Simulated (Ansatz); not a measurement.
# LiF: the cost of one run

Program: Ansatz 0.2.0. Level of theory: DFT, PBE, plane-wave PAW, default files, scalar-relativistic, as far as a step names no other. These are calculated values, not measurements.

**1. The system as given**

Symmetry: P6_3mc, No. 186, hexagonal system. The conventional cell has a = 3.061 Å, b = 3.061 Å, c = 4.807 Å, α = 90.00°, β = 90.00°, γ = 120.00°. Li (site symmetry 3m) is surrounded by 4 F at 1.85 to 1.86 Å. F (site symmetry 3m) has 4 Li at 1.85 to 1.86 Å as nearest neighbours.

Coordinates:

```
Li F
1.0
     3.06094    0.00000    0.00000
    -1.53047    2.65085    0.00000
     0.00000    0.00000    4.80732
Li F
2 2
Direct
  0.33333 0.66667 0.38115
  0.66667 0.33333 0.88115
  0.33333 0.66667 0.99384
  0.66667 0.33333 0.49384
```

The earlier run gave: gap on the mesh 7.92 eV, largest force 0.002 eV/Å, pressure 3.6 GPa.

Like atoms gathered into sites:

```tsv
site	atoms	first shell	V_zz (10²¹ V/m²)	η	C_Q (MHz)
Li	1, 2	4 F at 1.85–1.86 Å; also 1 F at 2.95 Å	0.023	0.00	-0.022 (⁷Li)
F	3, 4	4 Li at 1.85–1.86 Å; also 1 Li at 2.95 Å	-0.089	0.00	–
```

Conventions: |V_zz| ≥ |V_yy| ≥ |V_xx|, η = (V_xx − V_yy)/V_zz, C_Q = eQV_zz/h. Q values from Pyykkö, Mol. Phys. 116, 1328 (2018). A dash under C_Q marks elements without a common quadrupolar isotope.

**2. A check on settings: scf.mixing.algorithm = msr1, scf.mixing.beta = 0.5**

input.yaml

```yaml
crystal:
  lattice:
    - [3.0609398175, 0.0, 0.0]
    - [-1.5304699087, 2.6508516414, 0.0]
    - [0.0, 0.0, 4.80732457]
  atoms:
    - { symbol: Li, position: [0.3333333333, 0.6666666667, 0.38115426] }
    - { symbol: Li, position: [0.6666666667, 0.3333333333, 0.88115426] }
    - { symbol: F, position: [0.3333333333, 0.6666666667, 0.99384374] }
    - { symbol: F, position: [0.6666666667, 0.3333333333, 0.49384374] }
kpoints:
  mp_grid: { grid: [7, 7, 4] }
scf:
  occupations: { method: fermi_dirac, width: 0.02 }
  mixing: { algorithm: msr1, beta: 0.5 }
hamiltonian:
  xc: pbe
  pseudopotentials: { kind: paw }
output:
  forces: true
  stress: true
  populations: true
  efg: { quadrupole_moments_barn: { Li: -0.0401 }, contact_densities: true }
```

The run is started by

```
$ ansatz run input.yaml --threads 1 --pin off --max-ram 2560MiB --backend cpu --events-out ev --progress --plain --runs-dir out
```

**Question.** How long does this run take on 1 thread of Arm Neoverse V1, shared host, and how much memory does it need?

About 2.5 s, with a peak of 0.29 GiB.
